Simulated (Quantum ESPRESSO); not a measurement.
# Thickness dependence of 2H-MoTe2, part 2 of 8

What does each added layer of 2H-MoTe2 bring in screening, and what does it do to the gap?

Quantum ESPRESSO 7.5; plane-wave DFT, PBE, GBRV ultrasoft pseudopotentials.

So far. Step 2 (Variable-cell relaxation, 1 layer):  The last row is no step: it is a fresh SCF in the final cell with a new plane-wave basis, +0 meV from the row before.

**3. SCF with pw.x, 1 layer: no field**

The zero-field run is the reference. tefield and dipfield are on already, so that all runs share k-points and boundary.

Level of this step: plane-wave DFT, PBE, GBRV ultrasoft pseudopotentials (Quantum ESPRESSO 7.5).

File n1.f0.in:

```
&control
  prefix = 'n1.f0'
  outdir = './out'
  pseudo_dir = './pseudo'
  calculation = 'scf'
  tprnfor = .true.
  tefield = .true.
  dipfield = .true.
/
&system
  ibrav = 0
  nat = 3
  ntyp = 2
  ecutwfc = 40
  ecutrho = 200
  occupations = 'smearing'
  smearing = 'fd'
  degauss = 0.004
  edir = 3
  emaxpos = 0.97
  eopreg = 0.04
  eamp = 0.0
  nbnd = 17
/
&electrons
  conv_thr = 1e-09
  mixing_beta = 0.4
  electron_maxstep = 120
  mixing_mode = 'plain'
/
ATOMIC_SPECIES
  Te  127.6000  te_pbe_v1.uspp.F.UPF
  Mo  95.9500  mo_pbe_v1.uspp.F.UPF
CELL_PARAMETERS angstrom
  3.52083076100000 0.00000000000000 0.00000000000000
  -1.76041538000000 3.04912888100000 0.00000000000000
  0.00000000000000 0.00000000000000 20.77410263100000
ATOMIC_POSITIONS crystal
  Te  0.333333333300 0.666666666700 0.412471503400
  Mo  0.000000000000 0.000000000000 0.500000000000
  Te  0.333333333300 0.666666666700 0.587528496600
K_POINTS automatic
  12 12 1 0 0 0
```

Command:

```bash
$ OMP_NUM_THREADS=1 mpirun -n 4 pw.x -nk 4 -in n1.f0.in > n1.f0.out
```

Log:

```text
[banner, memory and clock lines left out]
Program PWSCF v.7.5 starts
[citation notice left out]

[...]
bravais-lattice index     =            0
     lattice parameter (alat)  =       6.6534  a.u.
     unit-cell volume          =    1505.0115 (a.u.)^3
     number of atoms/cell      =            3
     number of atomic types    =            2
     number of electrons       =        26.00
     number of Kohn-Sham states=           17
     kinetic-energy cutoff     =      40.0000  Ry
     charge density cutoff     =     200.0000  Ry
     scf convergence threshold =      1.0E-09
     mixing beta               =       0.4000
     number of iterations used =            8  plain     mixing
     Exchange-correlation= SLA  PW   PBE  PBE
                           (   1   4   3   4   0   0   0)

[...]
PseudoPot. # 1 for Te read from file:
     ./pseudo/te_pbe_v1.uspp.F.UPF
     Pseudo is Ultrasoft + core correction, Zval =  6.0
     Generated by new atomic code, or converted to UPF format
     Using radial grid of  891 points,  5 beta functions with:
                l(1) =   0
                l(2) =   0
                l(3) =   1
                l(4) =   1
                l(5) =   2
     Q(r) pseudized with  6 coefficients,  rinner =    1.800   1.800   1.800
                                                       1.800   1.800

     PseudoPot. # 2 for Mo read from file:
     ./pseudo/mo_pbe_v1.uspp.F.UPF
     Pseudo is Ultrasoft + core correction, Zval = 14.0
     Generated by new atomic code, or converted to UPF format
     Using radial grid of  889 points,  6 beta functions with:
                l(1) =   0
                l(2) =   0
                l(3) =   1
                l(4) =   1
                l(5) =   2
                l(6) =   2
     Q(r) pseudized with  6 coefficients,  rinner =    1.000   1.000   1.000
                                                       1.000   1.000

     atomic species   valence    mass     pseudopotential
     Te                6.00   127.60000     Te( 1.00)
     Mo               14.00    95.95000     Mo( 1.00)

     No symmetry found

[...]
number of k points=    74  Fermi-Dirac smearing, width (Ry)=  0.0040
[...]
Dense  grid:    71619 G-vectors     FFT dimensions: (  30,  30, 180)

     Smooth grid:    51633 G-vectors     FFT dimensions: (  27,  27, 160)

     Initial potential from superposition of free atoms

     starting charge      25.9985, renormalised to      26.0000

     negative rho (up, down):  2.659E-03 0.000E+00

     Adding external electric field

     Computed dipole along edir(3) :
        Dipole                0.0000 Ry au,          0.0000 Debye
        Dipole field          0.0000 Ry au,

        Potential amp.       -0.0000 Ry
        Total length         37.6871 bohr

     Starting wfcs are   21 randomized atomic wfcs

     per-process dynamical memory:    74.3 Mb

     Self-consistent Calculation

     iteration #  1     ecut=    40.00 Ry     beta= 0.40
     Davidson diagonalization with overlap
     ethr =  1.00E-02,  avg # of iterations =  2.0

     negative rho (up, down):  2.733E-03 0.000E+00

     Adding external electric field

     Computed dipole along edir(3) :
        Dipole               -0.0001 Ry au,         -0.0004 Debye
        Dipole field         -0.0000 Ry au,

        Potential amp.        0.0001 Ry
        Total length         37.6871 bohr

     total energy              =    -192.10914559 Ry
     estimated scf accuracy    <       0.59486318 Ry

     iteration #  2     ecut=    40.00 Ry     beta= 0.40
[...]
negative rho (up, down):  2.531E-03 0.000E+00

[...]
Dipole                0.0002 Ry au,          0.0004 Debye
[...]
total energy              =    -192.14230316 Ry
     estimated scf accuracy    <       2.55031456 Ry

     iteration #  3     ecut=    40.00 Ry     beta= 0.40
[...]
negative rho (up, down):  2.547E-03 0.000E+00

[...]
Dipole               -0.0000 Ry au,         -0.0001 Debye
[...]
total energy              =    -192.38497500 Ry
     estimated scf accuracy    <       0.02426190 Ry

     iteration #  4     ecut=    40.00 Ry     beta= 0.40
[...]
negative rho (up, down):  2.622E-03 0.000E+00

[...]
Dipole                0.0015 Ry au,          0.0038 Debye
[...]
total energy              =    -192.38572454 Ry
     estimated scf accuracy    <       0.00722795 Ry

     iteration #  5     ecut=    40.00 Ry     beta= 0.40
[...]
negative rho (up, down):  2.629E-03 0.000E+00

[...]
Dipole               -0.0060 Ry au,         -0.0151 Debye
[...]
total energy              =    -192.38761775 Ry
     estimated scf accuracy    <       0.00178001 Ry

     iteration #  6     ecut=    40.00 Ry     beta= 0.40
[...]
negative rho (up, down):  2.636E-03 0.000E+00

[...]
Dipole                0.0062 Ry au,          0.0157 Debye
[...]
total energy              =    -192.38776747 Ry
     estimated scf accuracy    <       0.00351267 Ry

[...]
iteration # 12     ecut=    40.00 Ry     beta= 0.40
[...]
negative rho (up, down):  2.649E-03 0.000E+00

[...]
Dipole               -0.0000 Ry au,         -0.0000 Debye
[...]
total energy              =    -192.38739199 Ry
     estimated scf accuracy    <       0.00000014 Ry

     iteration # 13     ecut=    40.00 Ry     beta= 0.40
[...]
negative rho (up, down):  2.648E-03 0.000E+00

[...]
Dipole                0.0000 Ry au,          0.0000 Debye
[...]
total energy              =    -192.38739202 Ry
     estimated scf accuracy    <          5.1E-09 Ry

     iteration # 14     ecut=    40.00 Ry     beta= 0.40
[...]
negative rho (up, down):  2.648E-03 0.000E+00

[...]
Dipole                0.0000 Ry au,          0.0000 Debye
[...]
total energy              =    -192.38739202 Ry
     estimated scf accuracy    <          2.1E-09 Ry

     iteration # 15     ecut=    40.00 Ry     beta= 0.40
[...]
negative rho (up, down):  2.648E-03 0.000E+00

[...]
Dipole                0.0000 Ry au,          0.0000 Debye
[...]
End of self-consistent calculation

          k = 0.0000 0.0000 0.0000 (  6499 PWs)   bands (ev):

   -60.5834 -34.7448 -34.6086 -34.6086 -12.5375 -11.6237  -4.8980  -1.7126
    -1.4661  -1.4661  -0.6941  -0.6941  -0.3954   3.2612   3.2612   3.5169
     3.5170

          k = 0.0000 0.0962 0.0000 (  6453 PWs)   bands (ev):

   -60.5828 -34.7430 -34.6172 -34.6106 -12.4404 -11.5550  -4.7910  -1.8708
    -1.6881  -1.3861  -0.8257  -0.6455  -0.3976   2.8554   2.9413   3.3060
     3.3442

[...]
the Fermi energy is     0.7168 ev

!    total energy              =    -192.38739202 Ry
     estimated scf accuracy    <          2.8E-11 Ry
     smearing contrib. (-TS)   =      -0.00000019 Ry
     internal energy E=F+TS    =    -192.38739184 Ry

     The total energy is F=E-TS. E is the sum of the following terms:
     one-electron contribution =    -915.10751780 Ry
     hartree contribution      =     458.73411495 Ry
     xc contribution           =     -48.31960864 Ry
     ewald contribution        =     312.30561965 Ry
     electric field correction =       0.00000000 Ry

     convergence has been achieved in  15 iterations

     negative rho (up, down):  2.648E-03 0.000E+00

     Forces acting on atoms (cartesian axes, Ry/au):

     atom    1 type  1   force =    -0.00000000   -0.00000002   -0.00578622
     atom    2 type  2   force =     0.00000001    0.00000002   -0.00000007
     atom    3 type  1   force =    -0.00000000   -0.00000001    0.00578629

     Total force =     0.008183     Total SCF correction =     0.000011

[...]
```

The job ended after 57 s (4 MPI ranks of Arm Neoverse V1, shared host; peak memory 0.58 GiB; 3.8 min of CPU time).

Numbers from this step:

| Quantity | Value |
| --- | --- |
| free energy | -2617.5638 eV |
| Fermi energy | 0.7168 eV |
| dipole along the normal | 0 e·Å |
| valence top, on the run's zero | 0.1599 eV |
| conduction bottom, on the run's zero | 1.309 eV |
| gap by band count | 1.149 eV |

The run needed 15 iterations to bring the estimated error under 1e-09 Ry; the largest force on any atom, held or free, is 0.15 eV/Å.

**4. Electrostatic potential, 1 layer**

plot_num = 11 writes the bare and Hartree potential. It leaves out exchange and correlation, which fade slowly, so it flattens close to the surface.

File n1.f0.pot.in:

```
&inputpp
  prefix = 'n1.f0'
  outdir = './out'
  filplot = 'n1.f0.pot.dat'
  plot_num = 11
/
```

Command:

```bash
$ OMP_NUM_THREADS=1 mpirun -n 4 pp.x -in n1.f0.pot.in > n1.f0.pot.out
```

Log:

```text
[banner, memory and clock lines left out]
Program POST-PROC v.7.5 starts

          URL

     ./out/n1.f0.save/

     IMPORTANT: XC functional enforced from input :
     Exchange-correlation= PBE
                           (   1   4   3   4   0   0   0)
     Any further DFT definition will be discarded
     Please, verify this is what you really want

     negative rho (up, down):  2.648E-03 0.000E+00

     Adding external electric field

     Computed dipole along edir(3) :
        Dipole                0.0000 Ry au,          0.0000 Debye
        Dipole field          0.0000 Ry au,

        Potential amp.       -0.0000 Ry
        Total length         37.6871 bohr

     Calling punch_plot, plot_num =  11

     Adding external electric field

     Computed dipole along edir(3) :
        Dipole                0.0000 Ry au,          0.0000 Debye
        Dipole field          0.0000 Ry au,

        Potential amp.       -0.0000 Ry
        Total length         37.6871 bohr

     Writing data to file  n1.f0.pot.dat
     Message from routine chdens:
     namelist plot not found or invalid, exiting
```

Run time: 0.97 s. Hardware: 4 MPI ranks; peak memory 0.09 GiB; 3.6 s of CPU time.

Numbers from this step:

- slope of the potential above: 1.15e-4 eV/Å
- upper vacuum line continued to the top atoms, over the valence top: 4.803 eV
- slope of the potential below: -9.14e-5 eV/Å
- lower vacuum line continued to the bottom atoms, over the valence top: 4.803 eV
- vacuum level at the upper face over the valence top of the mesh: 4.803 eV
- vacuum level at the lower face over the valence top of the mesh: 4.803 eV

Electrostatic potential energy of an electron, with the sawtooth; zero at the highest filled level of the SCF mesh. The potential energy, planar mean by z:

z (Å), potential energy, planar mean (eV) and a bar from the least value:
```
      0.0        4.8 ##################
      0.5        4.8 ##################
      1.0        4.8 ##################
      1.5        4.8 ##################
      2.0        4.8 ##################
      2.5        4.8 ##################
      3.0        4.8 ##################
      3.5        4.8 ##################
      4.0        4.8 ##################
      4.5        4.8 ##################
      5.0        4.8 ##################
      5.5        4.8 ##################
      6.0        4.7 ##################
      6.5        4.6 ##################
      7.0        3.9 ##################
      7.5        1.5 ################
      8.0        8.0 ####################
      8.5       21.5 ##############################
      9.0       12.3 #######################
      9.5       -3.3 ############
     10.0      -13.9 #####
     10.5      -20.7 
     11.0       -7.6 #########
     11.5        1.9 ################
     12.0       19.5 #############################
     12.5       17.3 ###########################
     13.0        2.0 ################
     13.5        3.0 #################
     14.0        4.3 ##################
     14.5        4.7 ##################
     15.0        4.8 ##################
     15.5        4.8 ##################
     16.0        4.8 ##################
     16.5        4.8 ##################
     17.0        4.8 ##################
     17.5        4.8 ##################
     18.0        4.8 ##################
     18.5        4.8 ##################
     19.0        4.8 ##################
     19.5        4.8 ##################
     20.0        4.8 ##################
     20.5        4.8 ##################
```

**5. SCF with pw.x, 1 layer: field 0.1 V/Å**

eamp is the field in Hartree atomic units (1 a.u. = 51.42 V/Å). With dipfield on, it is the field in the vacuum beside an isolated sheet. The run starts from the density of the one before.

n1.f1.in is the input of step 3 with these lines changed:

```diff
@@ -1,3 +1,3 @@
 &control
-  prefix = 'n1.f0'
+  prefix = 'n1.f1'
   outdir = './out'
@@ -21,3 +21,3 @@
   eopreg = 0.04
-  eamp = 0.0
+  eamp = 0.00194469
   nbnd = 17
@@ -29,2 +29,3 @@
   mixing_mode = 'plain'
+  startingpot = 'file'
 /
```

Command:

```bash
$ cp -r out/n1.f0.save out/n1.f1.save
$ OMP_NUM_THREADS=1 mpirun -n 4 pw.x -nk 4 -in n1.f1.in > n1.f1.out
```

Log:

```text
[banner, memory and clock lines left out]
Program PWSCF v.7.5 starts
[...]
number of electrons       =        26.00
     number of Kohn-Sham states=           17
     kinetic-energy cutoff     =      40.0000  Ry
     charge density cutoff     =     200.0000  Ry
[...]
number of k points=    74  Fermi-Dirac smearing, width (Ry)=  0.0040
[...]
Dense  grid:    71619 G-vectors     FFT dimensions: (  30,  30, 180)
[...]
The initial density is read from file :
[...]
negative rho (up, down):  2.648E-03 0.000E+00
[...]
Starting wfcs are   21 randomized atomic wfcs
[...]
negative rho (up, down):  2.645E-03 0.000E+00
[...]
estimated scf accuracy    <       0.01647841 Ry
[...]
negative rho (up, down):  2.648E-03 0.000E+00
[...]
estimated scf accuracy    <       0.26814571 Ry
[...]
negative rho (up, down):  2.647E-03 0.000E+00
[...]
estimated scf accuracy    <       0.00008516 Ry
[...]
negative rho (up, down):  2.647E-03 0.000E+00
[...]
estimated scf accuracy    <       0.00004608 Ry
[...]
negative rho (up, down):  2.647E-03 0.000E+00
[...]
estimated scf accuracy    <       0.00001179 Ry
[...]
negative rho (up, down):  2.647E-03 0.000E+00
[...]
estimated scf accuracy    <       0.00000039 Ry
[...]
negative rho (up, down):  2.647E-03 0.000E+00
[...]
estimated scf accuracy    <       0.00000010 Ry
[...]
negative rho (up, down):  2.647E-03 0.000E+00
[...]
estimated scf accuracy    <       0.00000001 Ry
[...]
negative rho (up, down):  2.647E-03 0.000E+00
[...]
estimated scf accuracy    <          5.4E-09 Ry
[...]
negative rho (up, down):  2.647E-03 0.000E+00
[...]
Computed dipole along edir(3) :
        Dipole                0.0711 Ry au,          0.1808 Debye
        Dipole field          0.0006 Ry au,
        E field amplitude [Ha a.u.]:  1.9447E-03
        Potential amp.        0.1018 Ry
        Total length         37.6871 bohr
[...]
the Fermi energy is     0.7306 ev
!    total energy              =    -192.38753037 Ry
     estimated scf accuracy    <          1.9E-10 Ry
     smearing contrib. (-TS)   =      -0.00000019 Ry
     internal energy E=F+TS    =    -192.38753018 Ry
[...]
one-electron contribution =    -915.10603855 Ry
     hartree contribution      =     458.73269464 Ry
     xc contribution           =     -48.31957152 Ry
     ewald contribution        =     312.30561965 Ry
     electric field correction =      -0.00023440 Ry
     convergence has been achieved in  10 iterations
     negative rho (up, down):  2.647E-03 0.000E+00
[...]
Total force =     0.008229     Total SCF correction =     0.000037
[...]
```

Run time: 46 s. Hardware: 4 MPI ranks; peak memory 0.71 GiB; 3 min of CPU time.

Read from the output:

```
free energy                          : -2617.5657 eV
Fermi energy                         : 0.7306 eV
dipole along the normal              : 0.03764 e·Å
valence top, on the run's zero       : 0.1738 eV
conduction bottom, on the run's zero : 1.323 eV
```

(Part 2 of 8 ends here.)

[Logs are printed without paths, hosts, clocks, repeated set-up lines and the standing remarks that a program may print on its own settings, such as how far it seeks lower states.]

[Hosts, paths, dates, database ids (printed as entryN), source tags and the programs' standing remarks are cut or masked in the printed files.]

[Maps of the electrostatic potential energy from Ansatz leave out the sawtooth potential of an applied field or a dipole correction, so their vacuum need not be flat; planar profiles and work functions include it.]
